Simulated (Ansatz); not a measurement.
# AlCo: the cost of one run

Computed with Ansatz 0.2.0 (DFT PBE, scalar-relativistic, plane waves, PAW, unless a step's input says otherwise).

1 further run of the same task is left out (for a known fault of the program). Runs told in other sessions of the task aren't counted.

## (1) The starting structure

It takes space group P4/mmm (No. 123, tetragonal). The conventional cell has a = 2.827 Å, b = 2.827 Å, c = 5.607 Å, α = 90.00°, β = 90.00°, γ = 90.00°. Around Al (site symmetry 4mm) lie 8 Co at 2.33 to 2.56 Å and 1 Al at 2.41 Å. Co (site symmetry 4/mmm) is surrounded by 8 Al at 2.56 Å and 6 Co at 2.80 to 2.83 Å. Around Co (site symmetry 4/mmm) lie 8 Al at 2.33 Å.

Structure file:

```
Al Co
1.0
     2.82738    0.00000    0.00000
     0.00000    2.82738    0.00000
     0.00000    0.00000    5.60690
Al Co
2 2
Direct
  0.00000 0.00000 0.71453
  0.00000 0.00000 0.28547
  0.50000 0.50000 0.00000
  0.50000 0.50000 0.50000
```

The guess is a distorted database cell: AlCo type (Pm-3m) distorted into a subgroup (P4/mmm, No. 123).

## (2) A first look at the guess

Contents of input.yaml:

```yaml
crystal:
  lattice:
    - [2.82738046, 0.0, 0.0]
    - [0.0, 2.82738046, 0.0]
    - [0.0, 0.0, 5.6068972]
  atoms:
    - { symbol: Al, position: [0.0, 0.0, 0.7145315] }
    - { symbol: Al, position: [0.0, 0.0, 0.2854685] }
    - { symbol: Co, position: [0.5, 0.5, 0.0], spin: 3.0 }
    - { symbol: Co, position: [0.5, 0.5, 0.5], spin: 3.0 }
basis:
  ecutwfc: 420
kpoints:
  mp_grid: { grid: [6, 6, 4] }
hamiltonian:
  xc: pbe
scf:
  occupations: { method: gaussian, width: 0.1 }
  lower_state_search: "off"
output:
  forces: true
  stress: true
  eigenvalues: true
  populations: true
magnetization:
  spin_polarized: true
```

Command:

```
ansatz run input.yaml --threads 1 --pin off --max-ram 2560MiB --backend cpu --events-out ev --progress --plain --runs-dir out
```

What time and memory should one allow on 1 thread of Intel Xeon at 2.50GHz (Skylake/Cascade Lake), shared host?

About 16 s, with a peak of 0.37 GiB.
